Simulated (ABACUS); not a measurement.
**Ge: equation of state with WC**

**The experiment to reproduce.**

“Sub-monolayer structures of Ag overlayers on Ge(111): experimental observations and first-principles study”, 2019, arxiv:1908.00180 quotes, for a bulk crystal of Ge: bulk modulus 75.8 GPa.

Crystal: Ge.

```xyz
2
Lattice="0.0000 2.8289 2.8289 2.8289 0.0000 2.8289 2.8289 2.8289 0.0000" Properties=species:S:1:pos:R:3 pbc="T T T"
Ge    4.2434    4.2434    4.2434
Ge    2.8289    2.8289    2.8289
```

- Program: ABACUS 3.10.1
- Task: equation of state
- Functional: WC
- Potentials or basis: SSSP 1.3 efficiency PBE
- Cutoff: 748 eV
- Density cutoff: 5987 eV
- Basis: plane waves
- k mesh: 6 × 6 × 6
- Occupations: fermi-dirac, width 0.05 eV
- Spin: no spin polarisation
- Radial cutoff of the potentials (pseudo_rcut): 10 bohr
- SCF threshold on the density: 1e-08
- Max SCF steps: 100
- Eigensolver: dav
- Mixing: broyden
- Mixing share: 0.7
- Symmetry key: 1
- Bands: 18

The equilibrium volume is 22.91 Å³/atom. The bulk modulus is 65 GPa and the pressure derivative of the bulk modulus is 3.8 (rough: it moves with the points fitted).

Energy against volume, from the lowest point:
```csv
volume (Å³/atom),energy (meV/atom)
21.281,25.99
22.186,4.58
23.092,0.00
23.997,9.35
```

All runs of the series together: 44 s on 4 threads of Intel(R) Xeon(R) 6975P-C (Granite Rapids), on a shared host.

Against the measured bulk modulus of Ge, 75.8 GPa (quoted in “Sub-monolayer structures of Ag overlayers on Ge(111): experimental observations and first-principles study”, 2019, arxiv:1908.00180), the calculated 65 GPa is off by -14.9 %. The fit is for a static lattice scaled at fixed shape and fixed fractional positions.

Caveat: the potentials were made for another functional, which shifts forces and pressure.
